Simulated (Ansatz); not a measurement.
The system is Te2Pt (Moncheite).

```
Pt Te
1.0
     4.01000    0.00000    0.00000
    -2.00500    3.47276    0.00000
     0.00000    0.00000    5.20100
Pt Te
1 2
Direct
  0.00000 0.00000 0.00000
  0.66667 0.33333 0.75000
  0.33333 0.66667 0.25000
```

```yaml
Program: Ansatz 0.2.0
Task: relaxation of cell and atoms
Functional: PBEsol
Potentials_or_basis: all-electron LAPW, scalar-relativistic
Basis_error_allowed: 0.002 eV/atom
k_mesh: 8 × 8 × 5
Occupations: fermi-dirac, width 0.05 eV
Spin: no spin polarisation
```

At the start: volume 24.14 Å³/atom.

Where does the relaxation end?

Over 6 steps the energy falls by 17.3 meV/atom and the volume is 24.31 Å³/atom (+0.7 %); space group P-3m1 (No. 164, to 0.05 Å).

The path:
```
step  energy change (eV)  largest force (eV/Å)  volume (Å³)
   1              0.0000                0.7391        72.43
   2             -0.0490                0.1059        73.80
   3             -0.0516                0.0291        72.64
   4             -0.0519                0.0010        72.92
   5             -0.0519                0.0006        72.92
   6             -0.0519                0.0005        72.92
```

Final structure:
```
Pt Te
1.0
     4.04344    0.00000    0.00000
    -2.02172    3.50173    0.00000
     0.00000    0.00000    5.14995
Pt Te
1 2
Direct
  0.00000 0.00000 0.00000
  0.66667 0.33333 0.73837
  0.33333 0.66667 0.26163
```
